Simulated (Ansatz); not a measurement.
`CB(F)OC(C)=O` + `O[SiH3]` → `CB(F)O[SiH3]` + `CC(=O)O`  (ligand exchange at a B–O bond)

Isolated molecules relaxed with PBE0-D4/def2-TZVP in Ansatz; ΔE leaves out vibrations. CBS: MP2 limit from def2 TZ/QZ plus the TZ coupled-cluster correction, frozen cores. Each species was taken in one conformer, which may not be the lowest.

| species | CCSD/def2-TZVPP energy (Eh) |
| --- | --- |
| `CB(F)OC(C)=O` | -392.59222 |
| `O[SiH3]` | -366.61114 |
| `CB(F)O[SiH3]` | -530.49047 |
| `CC(=O)O` | -228.72681 |

Problem. Work out ΔE.

Solution. ΔE = (-530.49047) + (-228.72681) − (-392.59222) − (-366.61114) = -0.01392 Eh = -36.5 kJ/mol. CCSD(T)/CBS gives -35.7 kJ/mol.

Largest T1 diagnostic among the species: 0.015.

In def2-TZVPP, CCSD(T) changes the Hartree–Fock value by +4.7 kJ/mol (the triples alone add +0.8 kJ/mol) and MP2 by +4.5 kJ/mol.
